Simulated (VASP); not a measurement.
# C (Fd-3m) in VASP: further runs, part 3 of 3

VASP 6.6.1. The steps go on from the part before.

## (4) G0W0 quasiparticle levels, PBE

The input, POSCAR:

```
C
1.0
    0.0000000000      1.7833700000      1.7833700000
    1.7833700000      0.0000000000      1.7833700000
    1.7833700000      1.7833700000      0.0000000000
C
2
Direct
    0.7500000000      0.7500000000      0.7500000000
    0.5000000000      0.5000000000      0.5000000000
```

The input, INCAR.step1:

```
PREC = Accurate
ENCUT = 450
EDIFF = 1E-8
ISMEAR = 0
SIGMA = 0.01
LREAL = F
LASPH = T
NELM = 100
ALGO = Normal
LWAVE = T
LCHARG = F
GGA = PE
```

The input, INCAR.step2:

```
PREC = Accurate
ENCUT = 450
EDIFF = 1E-8
ISMEAR = 0
SIGMA = 0.01
LREAL = F
LASPH = T
NELM = 1
ALGO = Exact
LWAVE = T
LCHARG = F
GGA = PE
NBANDS = 31
LOPTICS = T
ISTART = 1
```

The input, INCAR.step3:

```
PREC = Accurate
ENCUT = 450
EDIFF = 1E-8
ISMEAR = 0
SIGMA = 0.01
LREAL = F
LASPH = T
ALGO = EVGW0
LWAVE = F
LCHARG = F
GGA = PE
NELMGW = 1
NBANDS = 31
ENCUTGW = 150
NOMEGA = 24
PRECFOCK = Fast
ISTART = 1
NBANDSGW = 12
```

The input, KPOINTS:

```
Automatic mesh
0
Gamma
  3 3 3
```

Potentials or basis: VASP PAW PBE potentials, release 64 (C_GW).

Command:

```sh
cat potpaw_PBE.64/C_GW/POTCAR > POTCAR
cp INCAR.step1 INCAR
mpirun -np 1 vasp_std > vasp.out
cp INCAR.step2 INCAR
mpirun -np 1 vasp_std > vasp.out
cp INCAR.step3 INCAR
mpirun -np 1 vasp_std > vasp.out
```

OUTCAR:

```text
PREC = Accurate
   ENCUT = 450
   EDIFF = 1E-8
   ISMEAR = 0
   LREAL = F
   LASPH = T
   GGA = PE
   NELMGW = 1
   ENCUTGW = 150
   PRECFOCK = Fast
   ISTART = 1

 Found      4 irreducible k-points:

 Following reciprocal coordinates:
            Coordinates               Weight
  0.000000  0.000000  0.000000      1.000000
  0.333333  0.000000  0.000000      8.000000
  0.333333  0.333333  0.000000      6.000000
 -0.333333  0.333333  0.000000     12.000000
   k-points           NKPTS =      4   k-points in BZ     NKDIM =     27   number of bands    NBANDS=     31
   number of dos      NEDOS =    301   number of ions     NIONS =      2
   total plane-waves  NPLWV =   5832
   dimension x,y,z NGX =    18 NGY =   18 NGZ =   18
   dimension x,y,z NGXF=    36 NGYF=   36 NGZF=   36
   ions per type =               2
   NGX,Y,Z   is equivalent  to a cutoff of  11.86, 11.86, 11.86 a.u.
   NGXF,Y,Z  is equivalent  to a cutoff of  23.73, 23.73, 23.73 a.u.
 SYSTEM =  unknown system
   PREC   = accura    normal or accurate (medium, high low for compatibility)
   ISTART =      1    job   : 0-new  1-cont  2-samecut
   ICHARG =      0    charge: 1-file 2-atom 10-const
   ISPIN  =      1    spin polarized calculation?
   LNONCOLLINEAR =      F non collinear calculations
   LSORBIT =      F    spin-orbit coupling
   LASPH  =      T    aspherical Exc in radial PAW
   ENCUT  =  450.0 eV  33.07 Ry    5.75 a.u.   4.36  4.36  4.36*2*pi/ulx,y,z
   NELM   =     60;   NELMIN=  2; NELMDL=  0     # of ELM steps
   EDIFF  = 0.1E-07   stopping-criterion for ELM
   LREAL  =      F    real-space projection
   EDIFFG = 0.1E-06   stopping-criterion for IOM
   NSW    =      0    number of steps for IOM
   IBRION =     -1    ionic relax: 0-MD 1-quasi-New 2-CG
   NFREE  =      0    steps in history (QN), initial steepest desc. (CG)
   ISIF   =      0    stress and relaxation
   ISYM   =      3    0-nonsym 1-usesym 2-fastsym
   POTIM  = 0.5000    time-step for ionic-motion
   TEBEG  =    0.0;   TEEND  =   0.0 temperature during run
   PSTRESS=    0.0 pullay stress
   NELECT =       8.0000    total number of electrons
   NUPDOWN=      -1.0000    fix difference up-down
   EMIN   =  10.00;   EMAX   =-10.00  energy-range for DOS
   EFERMI =   0.00;   METHOD = LEGACY
   ISMEAR =     0;   SIGMA  =   0.01  broadening in eV -4-tet -1-fermi 0-gaus
   EFERMI_NEDOS =   21; number of points for ismear=-14 and -15
   IALGO  =     38    algorithm
   IMIX   =      4    mixing-type and parameters
     AMIX     =   0.40;   BMIX     =  1.00
     AMIX_MAG =   1.60;   BMIX_MAG =  1.00
  volume/ion in A,a.u.               =       5.67        38.28
  Fermi-wavevector in a.u.,A,eV,Ry     =   1.457203  2.753714 28.891161  2.123440
  Thomas-Fermi vector in A             =   2.574032
   LORBIT       =      0    0 simple, 1 ext, 2 COOP (PROOUT), +10 PAW based schemes
   GGA     = PE    functional components
   LHFCALC =     T    Hartree Fock is set to
   PRECFOCK=fast      Normal, Fast or Accurate (Low or Medium for compatibility)
   ENCUT4O =  -1.0   cutoff for four orbital integrals eV
   NKREDX  =     1    reduce k-point grid by
   NKREDY  =     1    reduce k-point grid by
   NKREDZ  =     1    reduce k-point grid by
   AEXX    =    1.0000 exact exchange contribution
   HFSCREEN=    0.0000 screening length (either q_TF or 0.3 A-1)
   HFSCREENC=   0.0000 screening length for correlation (either q_TF or 0.3 A-1)
   ENCUTFOCK=  -1.0 apply spherical cutoff to Coloumb kernel
   IVDW    =     0    specifies the selected vdW correction
   LEPSILON=     F    determine dielectric tensor
   LRPA    =     F    only Hartree local field effects (RPA)
   LRPAFORCE           =     F    calculate RPA forces
   ENCUTGW             = 150.0    cutoff for response function in eV
   ENCUTGWSOFT         = 120.0    soft cutoff for Coulomb kernel in GW response function in eV
   ENCUTLF             =  -1.0    cutoff for local field effects
   NELMGW              =     1    number of iterations in solving QP/BSE equation
   NELMHF              =     1    number of iterations in the inner HF iteration
   NKREDLFX            =     1    NKREDLFY  =   1   NKREDLFZ  =   1
 non-spin polarized calculation
 Gauss-broadening in eV      SIGMA  =   0.01
  energy-cutoff  :      450.00
  volume of cell :       11.34
 maximum number of plane-waves:       259
 NGX is ok and might be reduce to    18
  NGX = 10; NGY = 10; NGZ = 10
   NGX =  9   NGY =  9   NGZ =  9
 maximum number of plane-waves:        59

 QP shifts <psi_nk| G(iteration)W_0 |psi_nk>: iteration 1
 for sc-GW calculations column KS-energies equals QP-energies in previous step
 and V_xc(KS)=  KS-energies - (<T + V_ion + V_H > + <T+V_H+V_ion>^1  + <V_x>^1)

 k-point   1 :       0.0000    0.0000    0.0000
  band No.  KS-energies  QP-energies   sigma(KS)   V_xc(KS)     V^pw_x(r,r')   Z            occupation Imag(sigma)

      1     -11.6473     -13.0218     -16.6150     -14.7556     -25.3472       0.7392       2.0000       1.3970
      2       9.8679       9.7169     -17.0015     -16.8171     -19.9899       0.8193       2.0000       0.0133
      3       9.8679       9.7169     -17.0015     -16.8171     -19.9899       0.8193       2.0000       0.0133
      4       9.8679       9.7169     -17.0015     -16.8171     -19.9899       0.8193       2.0000       0.0133
      5      15.4341      16.9298     -13.6580     -15.5106      -8.7983       0.8074       0.0000      -0.1579
      6      15.4341      16.9298     -13.6580     -15.5106      -8.7983       0.8074       0.0000      -0.1579
      7      15.4341      16.9298     -13.6580     -15.5106      -8.7983       0.8074       0.0000      -0.1579
      8      23.1878      24.5129     -14.6361     -16.3713      -7.5094       0.7637       0.0000      -0.5245
      9      29.1228      29.6768     -11.0822     -11.7768      -4.2105       0.7975       0.0000      -0.4641
     10      36.3294      37.7110     -12.1786     -13.8641      -5.7988       0.8197       0.0000      -0.6729
     11      36.3294      37.7110     -12.1786     -13.8641      -5.7988       0.8197       0.0000      -0.6729
     12      37.3230      38.1780     -10.4086     -11.4342      -3.1747       0.8336       0.0000      -1.0134
[... 234 lines left out ...]
      1      -5.5373      -5.5430     -16.9941      11.4496     -23.8906       0.7922       2.0000       0.5651
      2      -2.1473      -2.1499     -16.7288      14.5783     -22.6185       0.7843       2.0000       0.3386
      3      -0.4099      -0.4103     -15.6016      15.1912     -20.4133       0.7758       2.0000       0.2468
      4       4.6624       4.6615     -16.5276      21.1890     -20.5476       0.8230       2.0000       0.0459
      5      17.3695      17.3740     -12.6329      30.0079      -7.4417       0.8232       0.0000      -0.2135
      6      24.9672      24.9760     -14.0691      39.0472      -7.3004       0.8079       0.0000      -0.3706
      7      25.4200      25.4276     -13.7696      39.1994      -6.9698       0.7787       0.0000      -0.3914
      8      26.9410      26.9497     -14.1801      41.1324      -6.8366       0.7752       0.0000      -0.5321
      9      28.1867      28.1919     -12.3567      40.5498      -6.2290       0.8240       0.0000      -0.3375
     10      34.8823      34.8854     -11.5533      46.4394      -5.2095       0.8164       0.0000      -0.5840
     11      36.6890      36.6981     -13.1734      49.8742      -4.6899       0.7654       0.0000      -0.9872
     12      44.6320      44.6361     -11.0035      55.6406      -3.2034       0.8049       0.0000      -1.0942
```

OUTCAR.step2:

```text
PREC = Accurate
   ENCUT = 450
   EDIFF = 1E-8
   ISMEAR = 0
   LREAL = F
[... 518 lines left out ...]
     0.00000     9.79654     9.79654     9.79654     0.00000     0.00000    -0.00000
     1.45066    10.09273    10.09273    10.09273     0.00000     0.00000    -0.00000
     2.90133    11.23047    11.23047    11.23047     0.00000     0.00000    -0.00000
     4.35199    15.09606    15.09606    15.09606     0.00000     0.00000    -0.00000
     5.80265   -11.23997   -11.23997   -11.23997     0.00000     0.00000    -0.00000
     7.25331     9.23357     9.23357     9.23357     0.00000     0.00000    -0.00000
[... 92 lines left out ...]
   142.16496     0.94238     0.94238     0.94238    -0.00000    -0.00000     0.00000
   143.61562     0.94360     0.94360     0.94360    -0.00000    -0.00000     0.00000
```

It took 7 s on 1 thread of AMD EPYC 9R45 (Zen 5), shared host; peak memory 0.08 GiB.

The run converged, but some of its settings lie outside the range that counts as converged, so its numbers aren't taken as properties of the crystal.

Results:

* Band gap on the k mesh, mean-field level: 4.11 eV, indirect (least direct gap 5.57 eV)
* Quasiparticle gap: 5.21 eV

Caveat: the k mesh is coarse (spacing up to 1.02 Å⁻¹), so the values aren't converged; the cutoff is under 1.25 times the usual one of these potentials, so pressure, stress and relaxed cells hold a basis-set (Pulay) error; bands, screening cutoff and mesh are small and nothing is extrapolated, so the quasiparticle values aren't converged; the log holds further tables after the one-shot step; the gap given is that of the first; an odd mesh through Γ misses points on the zone boundary, where band edges often lie.

## (5) Band structure, PBE

The input, INCAR:

```
PREC = Accurate
ENCUT = 520
EDIFF = 1E-6
ISMEAR = -1
SIGMA = 0.05
LREAL = F
LASPH = T
NELM = 80
ALGO = Normal
ISIF = 2
LWAVE = F
LCHARG = F
GGA = PE
```

The input, KPOINTS:

```
Automatic mesh
0
Gamma
  13 13 13
```

POSCAR is that of step 4.

The input, KPOINTS_OPT:

```
path GXWKGLUWLK,UX
15
line-mode
reciprocal
 0.0000000000  0.0000000000  0.0000000000  G
 0.5000000000  0.0000000000  0.5000000000  X

 0.5000000000  0.0000000000  0.5000000000  X
 0.5000000000  0.2500000000  0.7500000000  W

 0.5000000000  0.2500000000  0.7500000000  W
 0.3750000000  0.3750000000  0.7500000000  K

 0.3750000000  0.3750000000  0.7500000000  K
 0.0000000000  0.0000000000  0.0000000000  G

 0.0000000000  0.0000000000  0.0000000000  G
 0.5000000000  0.5000000000  0.5000000000  L

 0.5000000000  0.5000000000  0.5000000000  L
 0.6250000000  0.2500000000  0.6250000000  U

 0.6250000000  0.2500000000  0.6250000000  U
 0.5000000000  0.2500000000  0.7500000000  W

 0.5000000000  0.2500000000  0.7500000000  W
 0.5000000000  0.5000000000  0.5000000000  L

 0.5000000000  0.5000000000  0.5000000000  L
 0.3750000000  0.3750000000  0.7500000000  K

 0.6250000000  0.2500000000  0.6250000000  U
 0.5000000000  0.0000000000  0.5000000000  X
```

Potentials or basis: VASP PAW PBE potentials, release 64 (C).

Command:

```sh
cat potpaw_PBE.64/C/POTCAR > POTCAR
mpirun -np 1 vasp_std > vasp.out
```

It took 8.2 s on 1 thread of Intel Xeon Platinum 8375C at 2.90GHz (Ice Lake), shared host; peak memory 0.12 GiB.

It converged, with:

```
Free energy             : -18.1853 eV
Pressure                : 2.5 GPa
Band gap on the k mesh  : 4.14 eV, indirect (least direct gap 5.59 eV)
Band gap along the path : 4.13 eV, indirect (least direct gap 5.59 eV)
```

Levels at the corners of the path, in eV from the valence-band top:
| point | band 2 | band 3 | band 4 | band 5 | band 6 | band 7 |
| --- | --- | --- | --- | --- | --- | --- |
| Γ | 0.00 | 0.00 | 0.00 | 5.59 | 5.59 | 5.59 |
| X | -12.76 | -6.30 | -6.30 | 4.76 | 4.76 | 16.81 |
| X | -12.76 | -6.30 | -6.30 | 4.76 | 4.76 | 16.81 |
| W | -11.97 | -8.32 | -8.32 | 10.62 | 10.62 | 12.32 |
| W | -11.97 | -8.32 | -8.32 | 10.62 | 10.62 | 12.32 |
| K | -11.73 | -9.32 | -5.36 | 5.68 | 10.75 | 14.37 |
| K | -11.73 | -9.32 | -5.36 | 5.68 | 10.75 | 14.37 |
| Γ | 0.00 | 0.00 | 0.00 | 5.59 | 5.59 | 5.59 |
| Γ | 0.00 | 0.00 | 0.00 | 5.59 | 5.59 | 5.59 |
| L | -13.37 | -2.80 | -2.80 | 8.46 | 8.46 | 8.85 |
| L | -13.37 | -2.80 | -2.80 | 8.46 | 8.46 | 8.85 |
| U | -11.73 | -9.32 | -5.36 | 5.68 | 10.75 | 14.37 |
| U | -11.73 | -9.32 | -5.36 | 5.68 | 10.75 | 14.37 |
| W | -11.97 | -8.32 | -8.32 | 10.62 | 10.62 | 12.32 |
| W | -11.97 | -8.32 | -8.32 | 10.62 | 10.62 | 12.32 |
| L | -13.37 | -2.80 | -2.80 | 8.46 | 8.46 | 8.85 |
| L | -13.37 | -2.80 | -2.80 | 8.46 | 8.46 | 8.85 |
| K | -11.73 | -9.32 | -5.36 | 5.68 | 10.75 | 14.37 |
| U | -11.73 | -9.32 | -5.36 | 5.68 | 10.75 | 14.37 |
| X | -12.76 | -6.30 | -6.30 | 4.76 | 4.76 | 16.81 |
